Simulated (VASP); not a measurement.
Runs of VASP 6.6.1 on Ge. It takes space group Fd-3m (No. 227, cubic). The conventional cell has a = 5.658 Å, b = 5.658 Å, c = 5.658 Å, α = 90.00°, β = 90.00°, γ = 90.00°. Around Ge (site symmetry -43m) lie 4 Ge at 2.45 Å. 

```csv
task,level,spin,cell,k mesh,cutoff (eV),smearing,gap on the mesh (eV),pressure (GPa),relaxed volume (Å³/atom)
single point,PBE,off,as given,8 × 8 × 8,520,gaussian 0.011 eV,(a),3.5,-
band structure,revPBE,off,as given,8 × 8 × 8,520,fermi-dirac 0.05 eV,0.12,4.7,-
band structure,RPBE,off,as given,8 × 8 × 8,520,fermi-dirac 0.05 eV,(c),-,-
band structure,BLYP,off,as given,8 × 8 × 8,520,fermi-dirac 0.05 eV,-,7.6,-
relaxation of cell and atoms,revPBE,off,relaxed,8 × 8 × 8,600,fermi-dirac 0.05 eV,none,0.0,(b)
relaxation of cell and atoms,BLYP,off,relaxed,8 × 8 × 8,600,fermi-dirac 0.05 eV,none,-0.1,25.60
```

Alike in all rows: potentials or basis VASP PAW PBE potentials, release 64 (Ge_d).

Fill in the values left out.

(a) 0.03; (b) 24.37; (c) 0.15.

Caveats: the PAW data sets were made with another functional, which shifts forces and pressure a little (some runs); this crystal is a semiconductor, whose small gap the functional closes, so the metal is an error of the method (some runs); the volume moved by +13 % from the deposited cell, more than functionals usually miss (some runs).

A k mesh can miss the band edges, and the runs leave out spin-orbit coupling on Ge.

A gap of «none» marks a metal or a gap under the smearing width.
